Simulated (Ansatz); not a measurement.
Write the native input for Ansatz 0.2.0 that does the following.

```
Task                : relaxation of cell and atoms
Functional          : BLYP
Dispersion          : D3(BJ)
Potentials or basis : all-electron LAPW, scalar-relativistic
Basis error allowed : 0.001 eV/atom
k mesh              : 11 × 11 × 11
Occupations         : fermi-dirac, width 0.05 eV
Spin                : no spin polarisation
```

TiC:

```
Ti C
1.0
     0.00000    2.16572    2.16572
     2.16572    0.00000    2.16572
     2.16572    2.16572    0.00000
Ti C
1 1
Direct
  0.00000 0.00000 0.00000
  0.50000 0.50000 0.50000
```

The cell is a database's computed one.

The input as run:

input.yaml

```yaml
crystal:
  lattice:
    - [0.0, 2.1657188437, 2.1657188437]
    - [2.1657188437, 0.0, 2.1657188437]
    - [2.1657188437, 2.1657188437, 0.0]
  atoms:
    - { symbol: Ti, position: [0.0, 0.0, 0.0] }
    - { symbol: C, position: [0.5, 0.5, 0.5] }
kpoints:
  mp_grid: { grid: [11, 11, 11] }
scf:
  occupations: { method: fermi_dirac, width: 0.05 }
hamiltonian:
  xc: blyp
  dispersion: d3bj
  pseudopotentials: { kind: all_electron, lapw: { basis_error: 0.001 } }
output:
  forces: true
  stress: true
relax:
  f_tol: 0.01
  max_steps: 60
  cell: {}
```

Potentials or basis: all-electron LAPW, scalar-relativistic.

Launch:

```sh
$ ansatz run input.yaml --threads 1 --pin off --max-ram 3072MiB --backend cpu --events-out ev --progress --plain --runs-dir out
```

Results of the run:

```
Relaxed volume                         : 9.83 Å³/atom
Relaxed cell                           : a = 3.029 Å, b = 3.029 Å, c = 3.029 Å, α = 60.00°, β = 60.00°, γ = 60.00°
Space group after relaxing (to 0.05 Å) : Fm-3m (No. 225)
Energy gained by relaxing              : 8.6 meV/atom
Ionic steps                            : 5
Pressure after relaxing                : 0.0 GPa
```

It took 34 s on 1 thread of Arm Neoverse N1, on a shared host, peak memory 0.3 GiB.
